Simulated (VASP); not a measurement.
# free-standing triangular V monolayer, spacing 3.002 A: fixed spin moments

Wanted: the E(M) curve of free-standing triangular V monolayer, spacing 3.002 A.

Main program and level: VASP 6.6.1; r2SCAN, spin-polarised from a ferromagnetic start (one magnetic atom a cell); plane waves and PAW (V_sv), in the first sound run; inputs show where later runs differ.

Report form: the programs' logs are mostly left out.

### Step 1. Starting point

The cell holds 1 atom: 1 V. Cell: a = 3.002 Å, b = 3.002 Å, c = 14.000 Å, α = 90.0°, β = 90.0°, γ = 120.0°. model lattice. Vacuum lies along c.

### Step 2. Free moment

The unconstrained run shows the moment that this start leads to, and gives an energy to count from.

INCAR

```
SYSTEM = V
PREC = Normal
ENCUT = 350
EDIFF = 1E-06
NELM = 150
ISMEAR = 1
SIGMA = 0.05
LREAL = .FALSE.
ALGO = Normal
METAGGA = R2SCAN
LASPH = .TRUE.
NBANDS = 18
ISPIN = 2
MAGMOM = 2
LMAXMIX = 4
LORBIT = 11
LWAVE = .FALSE.
LCHARG = .FALSE.
KPAR = 2
AMIX = 0.2
BMIX = 1E-04
AMIX_MAG = 0.8
BMIX_MAG = 1E-04
NEDOS = 1500
```

POSCAR

```
V
1.0
    3.0020000000      0.0000000000      0.0000000000
   -1.5010000000      2.5998080000      0.0000000000
    0.0000000000      0.0000000000     14.0000000000
V
1
Direct
    0.0000000000      0.0000000000      0.5000000000
```

KPOINTS

```
Automatic mesh
0
Gamma
12 12 1
0 0 0
```

PAW data sets: V_sv (PBE family, release 64).

Run with:

```console
> mpirun -np 2 vasp_std
```

The job ended after 70 s (2 MPI ranks of Intel Xeon 6975P-C (Granite Rapids), shared host; peak memory 0.3 GiB; 2.3 min of CPU time).

The cell holds one magnetic atom, so no antiferromagnetic order fits into it. SCAN-type functionals tend to overstate the moments of itinerant magnets. The PAW data sets were made with PBE, which is usual practice but a small mismatch for other functionals.

This step gave:

- electronic cycles: 37
- electrons: 13
- free energy (TOTEN): -11.71 eV
- energy at zero smearing: -11.71 eV
- Fermi energy: -2.270 eV
- moment of the cell, from the last line of the log: 3.996 μB
- labelled metallic, from the levels on this mesh: yes
- DOS at the Fermi level: 1.325 states/eV/cell

Spin moment in the PAW sphere by atom:

```
atom  spin moment in the PAW sphere (μB)
  V1                                2.99
```

The density of states has structure finer than the step of the table below, so its rows give means over 1 eV, whole bins alone (the curve runs from -12.0 to 7.97 eV). Peaks (eV: height): total up -1.5: 3.64, -1.3: 3.65, -0.8: 3.56, 0.3: 3.25; total down 1.6: 6.08, 3.7: 5.19, 4.6: 2.28, 7.2: 3.20; V s up -3.4: 0.243, 4.9: 0.263, 5.4: 0.249, 5.9: 0.219; V s down -2.8: 0.140, -1.7: 0.215, -0.8: 0.196, 0.0: 0.240; V p up -0.3: 0.254, 5.3: 0.159, 6.6: 0.137, 7.1: 0.158.

Table of density of states by energy, zero at the Fermi level; means over each step; 7 of 8 lines; values in states/eV/cell:

```
energy (eV)  total up  total down   V s up  V s down   V p up  V p down  V d up
         -7         0           0        0         0        0         0       0
         -6   0.00392           0  0.00110         0        0         0  2.9e-4
         -5     0.133           0   0.0354         0  0.00185         0  0.0101
         -4     0.143           0   0.0331         0  0.00532         0  0.0145
         -3     0.541      0.0605   0.0576    0.0146   0.0164    3.7e-4   0.237
         -2     0.641       0.168   0.0112    0.0365   0.0170   0.00443   0.434
         -1      2.53       0.183   0.0318    0.0325   0.0447   0.00905    1.82
          0      1.33       0.358  0.00377    0.0360   0.0296    0.0132    1.08
          1     0.551       0.348  0.00411    0.0117   0.0146    0.0163   0.443
          2     0.328        1.97  0.00584   0.00530   0.0228    0.0744   0.154
          3     0.255        1.04  0.00409   0.00266   0.0247   0.00573  0.0807
          4     0.286        1.56  0.00180   0.00865   0.0200   0.00407  0.0343
          5     0.703       0.830   0.0619   0.00344   0.0417    0.0140  0.0988
          6     0.714       0.684   0.0356   0.00401   0.0330    0.0197  0.0495
          7     0.870       0.729   0.0390   0.00536   0.0505    0.0180  0.0564
```

### Step 3. Fixed spin moment, fixed moment 0

This step: r2SCAN, spin-polarised, total moment fixed; plane waves and PAW (V_sv) (VASP 6.6.1).

NUPDOWN fixes the difference of up and down electrons.

Changes to INCAR since step 2:

```diff
@@ -11,5 +11,5 @@
 LASPH = .TRUE.
-NBANDS = 18
+NBANDS = 13
 ISPIN = 2
-MAGMOM = 2
+MAGMOM = 0
 LMAXMIX = 4
@@ -23,2 +23,2 @@
 BMIX_MAG = 1E-04
-NEDOS = 1500
+NUPDOWN = 0
```

POSCAR is that of step 2.

KPOINTS is that of step 2.

Run with:

```console
> mpirun -np 2 vasp_std
```

Wall time 47 s (2 MPI ranks); peak memory 0.29 GiB.

Its electron count is odd, so without a moment it is a metal by construction.

This step gave:

- free energy (TOTEN): -10.60 eV
- energy at zero smearing: -10.60 eV

The spin moment in the PAW sphere vanishes on all atoms.

Energy at zero smearing: -10.59963 eV.

### Step 4. Fixed spin moment, fixed moment 0.86

Changes to INCAR since step 3:

```diff
@@ -13,3 +13,3 @@
 ISPIN = 2
-MAGMOM = 0
+MAGMOM = 0.86
 LMAXMIX = 4
@@ -23,2 +23,2 @@
 BMIX_MAG = 1E-04
-NUPDOWN = 0
+NUPDOWN = 0.86
```

POSCAR is that of step 3.

KPOINTS is that of step 3.

Run with:

```console
> mpirun -np 2 vasp_std
```

Run time: 48 s. Hardware: 2 MPI ranks; peak memory 0.29 GiB.

Numbers from this step:

* electronic cycles: 33
* free energy (TOTEN): -10.69 eV
* energy at zero smearing: -10.69 eV
* moment of the cell, from the last line of the log: 0.86 μB

Spin moment in the PAW sphere by atom:

```
atom  spin moment in the PAW sphere (μB)
  V1                               0.763
```

Energy at zero smearing: -10.69249 eV.

### Step 5. Fixed spin moment, fixed moment 1.71

Changes to INCAR since step 4:

```diff
@@ -13,3 +13,3 @@
 ISPIN = 2
-MAGMOM = 0.86
+MAGMOM = 1.71
 LMAXMIX = 4
@@ -23,2 +23,2 @@
 BMIX_MAG = 1E-04
-NUPDOWN = 0.86
+NUPDOWN = 1.71
```

POSCAR is that of step 4.

KPOINTS is that of step 4.

Run with:

```console
> mpirun -np 2 vasp_std
```

Run time: 97 s. Hardware: 2 MPI ranks; peak memory 0.3 GiB; 3.2 min of CPU time.

Energy at zero smearing: -10.94402 eV.

### Step 6. Fixed spin moment, fixed moment 2.57

Changes to INCAR since step 5:

```diff
@@ -13,3 +13,3 @@
 ISPIN = 2
-MAGMOM = 1.71
+MAGMOM = 2.57
 LMAXMIX = 4
@@ -23,2 +23,2 @@
 BMIX_MAG = 1E-04
-NUPDOWN = 1.71
+NUPDOWN = 2.57
```

POSCAR is that of step 5.

KPOINTS is that of step 5.

Run with:

```console
> mpirun -np 2 vasp_std
```

Run time: 66 s. Hardware: 2 MPI ranks; peak memory 0.3 GiB; 2.2 min of CPU time.

Spin moment in the PAW sphere by atom:

```
atom  spin moment in the PAW sphere (μB)
  V1                                2.04
```

Energy at zero smearing: -11.33260 eV.

### Step 7. Fixed spin moment, fixed moment 3.43

Changes to INCAR since step 6:

```diff
@@ -13,3 +13,3 @@
 ISPIN = 2
-MAGMOM = 2.57
+MAGMOM = 3.43
 LMAXMIX = 4
@@ -23,2 +23,2 @@
 BMIX_MAG = 1E-04
-NUPDOWN = 2.57
+NUPDOWN = 3.43
```

POSCAR is that of step 6.

KPOINTS is that of step 6.

Run with:

```console
> mpirun -np 2 vasp_std
```

The job ended after 35 s (2 MPI ranks; peak memory 0.29 GiB).

Spin moment in the PAW sphere by atom:

```
atom  spin moment in the PAW sphere (μB)
  V1                                2.66
```

Energy at zero smearing: -11.67116 eV.

### Step 8. Fixed spin moment, fixed moment 4.28

Changes to INCAR since step 7:

```diff
@@ -13,3 +13,3 @@
 ISPIN = 2
-MAGMOM = 3.43
+MAGMOM = 4.28
 LMAXMIX = 4
@@ -23,2 +23,2 @@
 BMIX_MAG = 1E-04
-NUPDOWN = 3.43
+NUPDOWN = 4.28
```

POSCAR is that of step 7.

KPOINTS is that of step 7.

Run with:

```console
> mpirun -np 2 vasp_std
```

It took 2.4 min on 2 MPI ranks; peak memory 0.3 GiB.

The electronic loop did not meet EDIFF within NELM cycles, so this run is left out of the comparison.

### Step 9. Fixed spin moment, fixed moment 5.14

Changes to INCAR since step 8:

```diff
@@ -13,3 +13,3 @@
 ISPIN = 2
-MAGMOM = 4.28
+MAGMOM = 5.14
 LMAXMIX = 4
@@ -23,2 +23,2 @@
 BMIX_MAG = 1E-04
-NUPDOWN = 4.28
+NUPDOWN = 5.14
```

POSCAR is that of step 8.

KPOINTS is that of step 8.

Run with:

```console
> mpirun -np 2 vasp_std
```

The job ended after 3.8 min (2 MPI ranks; peak memory 0.3 GiB).

The electronic loop did not meet EDIFF within NELM cycles, so this run is left out of the comparison.

### Step 10. Fixed spin moment, fixed moment 5.99

Changes to INCAR since step 9:

```diff
@@ -13,3 +13,3 @@
 ISPIN = 2
-MAGMOM = 5.14
+MAGMOM = 5.99
 LMAXMIX = 4
@@ -23,2 +23,2 @@
 BMIX_MAG = 1E-04
-NUPDOWN = 5.14
+NUPDOWN = 5.99
```

POSCAR is that of step 9.

KPOINTS is that of step 9.

Run with:

```console
> mpirun -np 2 vasp_std
```

Wall time 30 s (2 MPI ranks); peak memory 0.29 GiB; 58 s of CPU time.

Energy at zero smearing: 6.24599 eV.

### Step 11. Summary

This step: fixed spin moments, r2SCAN; plane waves and PAW (VASP 6.6.1).

Derived from the runs above.

Numbers from this step:

| Property | Result |
| --- | --- |
| free moment | 3.996 μB |
| magnetic energy | 1111 meV/magnetic atom |

Table of energy above the free run by moment of the cell:

```
moment of the cell (μB)  energy above the free run (meV/magnetic atom)
                   0.00                                           1111
                   0.86                                           1018
                   1.71                                            767
                   2.57                                            378
                   3.43                                           39.7
                   5.99                                          17957
```

### Step 12. Summary of results

| Quantity | Value |
| --- | --- |
| free moment | 4.00 μB |

In words: Left free, the cell holds 4.00 μB. Forcing 5.99 μB costs 17957 meV for each atom counted as magnetic, from the free run. So large a cost means that deeper shells were emptied, and says little of magnetism. The free state lies below the one held at no total moment, by the amount in the table.

[Lines on the potential files, build, host, timing and source positions are cut from VASP's logs without a mark.]

[Logs are printed without paths, hosts, clocks, repeated set-up lines and the standing remarks that a program may print on its own settings, such as how far it seeks lower states.]

[Hosts, paths, dates, database ids (printed as entryN), source tags and the programs' standing remarks are cut or masked in the printed files.]

[In band tables of VASP the shares of atoms and orbitals are scaled to a sum of 1 inside the atoms' spheres.]

[Runs that stopped without an error message from VASP are left out.]
